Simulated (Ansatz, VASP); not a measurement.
**One calculation of LiH, two programs**

```
Li H
1.0
     0.00000    2.00862    2.00862
     2.00862    0.00000    2.00862
     2.00862    2.00862    0.00000
Li H
1 1
Cartesian
  0.0000 0.0000 0.0000
  2.0086 2.0086 2.0086
```

The cell is a database's computed one.

Alike in both runs: task relaxation of cell and atoms; functional PBEsol; k mesh 10 × 10 × 10; occupations gaussian, width 0.02 eV; no spin polarisation.

|  | VASP | Ansatz |
| --- | --- | --- |
| version | VASP 6.6.1 | Ansatz 0.2.0 |
| potentials or method | VASP PAW PBE potentials, release 64 (Li_sv, H) | scalar-relativistic, plane waves, PAW |
| plane-wave cutoff (eV) | 600 | 420 |
| valence electrons in the cell | 4 | 4 |

Ansatz gave:

```
gap on the k mesh at the Fermi level, each at its own relaxed structure (eV) : 2.73
relaxed volume (Å³/atom)                                                     : 7.88
relaxed cell length with the largest relative difference (Å)                 : 2.814
```

Q: What did VASP give for the same quantities?

A: gap on the k mesh at the Fermi level, each at its own relaxed structure (eV): 2.72; relaxed volume (Å³/atom): 7.85; relaxed cell length with the largest relative difference (Å): 2.810.

Caveats: the cutoff is under 1.25 times the usual one of these potentials, so pressure, stress and relaxed cells hold a basis-set (Pulay) error (VASP); the PAW data sets were made with another functional, which shifts forces and pressure a little (VASP). A k mesh can miss the band edges. A hybrid or GW would open this gap; PBEsol tends to underestimate it.
